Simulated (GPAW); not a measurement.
Crystal: Sb.

```
CELL_PARAMETERS angstrom
2.15420 1.24373 3.75800
-2.15420 1.24373 3.75800
0.00000 -2.48746 3.75800
ATOMIC_POSITIONS crystal
Sb 0.76651 0.76651 0.76651
Sb 0.23349 0.23349 0.23349
```

```yaml
Program: GPAW 26.7.0
Task: relaxation of cell and atoms
Functional: PBEsol
Dispersion: D4
Potentials_or_basis: PAW data sets generated in the run's folder for this functional
Cutoff: 600 eV
Basis: pw
k_mesh: 6 × 6 × 6
Occupations: fermi-dirac, width 0.05 eV
Spin: no spin polarisation
```

At the start: pressure -1.7 GPa; volume 30.21 Å³/atom.

Question: Where does the relaxation end?

Answer: Over 10 steps the energy falls by 7.4 meV/atom and the volume is 28.96 Å³/atom (-4.1 %); space group R-3m (No. 166, to 0.05 Å).

The path:
```
step  energy change (eV)  largest force (eV/Å)  pressure (GPa)  volume (Å³)
   1              0.0000                0.0034           -1.69        60.41
   2             -0.0038                0.0330           -1.32        60.00
   3             -0.0100                0.1501            0.05        58.52
   4             -0.0107                0.1377            0.09        58.41
   5             -0.0140                0.0031            0.13        57.80
   6             -0.0141                0.0145            0.03        57.87
   7             -0.0142                0.0244           -0.07        57.94
   8             -0.0145                0.0288           -0.14        57.98
   9             -0.0147                0.0199           -0.12        57.97
  10             -0.0148                0.0064           -0.05        57.91
```

Final structure:
```xyz
2
Lattice="2.1393 1.2351 3.6527 -2.1393 1.2351 3.6527 0.0000 -2.4703 3.6527" Properties=species:S:1:pos:R:3 pbc="T T T"
Sb    0.0000    0.0000    8.3761
Sb    0.0000    0.0000    2.5822
```

Caveat: later steps reuse the first step's grids; pairwise dispersion overbinds metals, which lowers pressure and volume.
